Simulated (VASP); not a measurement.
Input of a VASP 6.6.1 run:

File INCAR:

```
  PREC = Accurate
  ENCUT = 600
  EDIFF = 1E-6
  ISMEAR = 0
  SIGMA = 0.1
  LREAL = F
  LASPH = T
  NELM = 100
  ALGO = Normal
  ISIF = 3
  LWAVE = F
  LCHARG = F
  GGA = PE
  IVDW = 12
  IBRION = 2
  NSW = 90
  EDIFFG = -0.04
```

KPOINTS

```
Automatic mesh
0
Gamma
  6 6 6
```

File POSCAR:

```
Li2O
1.0
    0.0000000000      2.3268544700      2.3268544700
    2.3268544700      0.0000000000      2.3268544700
    2.3268544700      2.3268544700      0.0000000000
Li O
2 1
Direct
    0.7500000000      0.7500000000      0.7500000000
    0.2500000000      0.2500000000      0.2500000000
    0.0000000000      0.0000000000      0.0000000000
```

Potentials or basis: VASP PAW PBE potentials, release 64 (Li_sv, O).

Launch:

```sh
$ cat potpaw_PBE.64/Li_sv/POTCAR potpaw_PBE.64/O/POTCAR > POTCAR
$ mpirun -np 1 vasp_std > vasp.out
```

(1) Estimate the dispersion energy per atom.

(2) What does it give for the relaxed cell?

(3) What does it give for the space group after relaxing (to 0.05 Å)?

(4) Estimate the band gap on the k mesh.

## Answers

(1) -0.282 eV.

(2) a = 3.199 Å, b = 3.199 Å, c = 3.199 Å, α = 60.00°, β = 60.00°, γ = 60.00°.

(3) Fm-3m (No. 225).

(4) 5.10 eV, indirect (least direct gap 5.75 eV).
